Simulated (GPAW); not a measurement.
Here is a GPAW 26.7.0 calculation.

The input run.py:

```python
import numpy as np
from ase.dft.bandgap import bandgap
from ase.io import read, write
from ase.units import GPa
from gpaw import GPAW, PW
from gpaw.spinorbit import soc_eigenstates

atoms = read('CdSe.xyz')

calc = GPAW(mode=PW(600),
            xc='PBE',
            kpts={'size': (6, 6, 6), 'gamma': True},
            occupations={'name': 'fermi-dirac', 'width': 0.05},
            nbands=18,
            convergence={'density': 1e-05, 'energy': 1e-05},
            maxiter=150,
            txt='gpaw.txt')
atoms.calc = calc
energy = atoms.get_potential_energy()
forces = atoms.get_forces()
stress = atoms.get_stress()
calc.write('gs.gpw')
write('result.traj', atoms)
print(f'Energy: {energy:.6f} eV')
print('Forces (eV/A):')
print(forces.round(4))
print('Stress (GPa):', (stress / GPa).round(3))
print('Fermi level:', round(calc.get_fermi_level(), 4), 'eV')
print(f'Gap: {bandgap(calc)[0]:.4f} eV, direct: {bandgap(calc, direct=True)[0]:.4f} eV')

path = atoms.cell.bandpath('GXWKGLUWLK,UX', npoints=80, eps=1e-4)
bs_calc = calc.fixed_density(kpts=path, symmetry='off', nbands=30,
                             convergence={'bands': 'CBM+6.0', 'eigenstates': 1e-6}, txt='bands.txt')
bs = bs_calc.band_structure()
bs.write('bs.json')
print(f'Gap on the path: {bandgap(bs_calc)[0]:.4f} eV')

soc = soc_eigenstates(bs_calc, theta=0, phi=0)
np.savetxt('soc_bands.dat', soc.eigenvalues(), fmt='%.4f')
mesh = soc_eigenstates('gs.gpw', theta=0, phi=0)
np.savetxt('soc_mesh.dat', mesh.eigenvalues(), fmt='%.4f')
print('Fermi level with spin-orbit coupling:', round(mesh.fermi_level, 4), 'eV')
```

CdSe.xyz

```xyz
2
Lattice="0.0000000000 3.0702711986 3.0702711986 3.0702711986 0.0000000000 3.0702711986 3.0702711986 3.0702711986 0.0000000000" Properties=species:S:1:pos:R:3 pbc="T T T"
Cd     0.0000000000      0.0000000000      0.0000000000
Se     1.5351355993      1.5351355993      1.5351355993
```

Potentials or basis: GPAW PAW data sets (gpaw-data 1.2.1), pw.

Run with:

```console
$ OMP_NUM_THREADS=1 python run.py
```

(1) Estimate the band gap along the path.

(2) Predict the pressure.

(3) Estimate the band gap on the k mesh.

Answers

(1) 0.42 eV, direct.

(2) 1.1 GPa.

(3) 0.42 eV, direct.

Caveat: spin-orbit coupling was added after a scalar SCF, so levels and gaps hold it while energy, forces, pressure and moments don't; this program's spin-orbit splittings come out too wide for heavy elements.
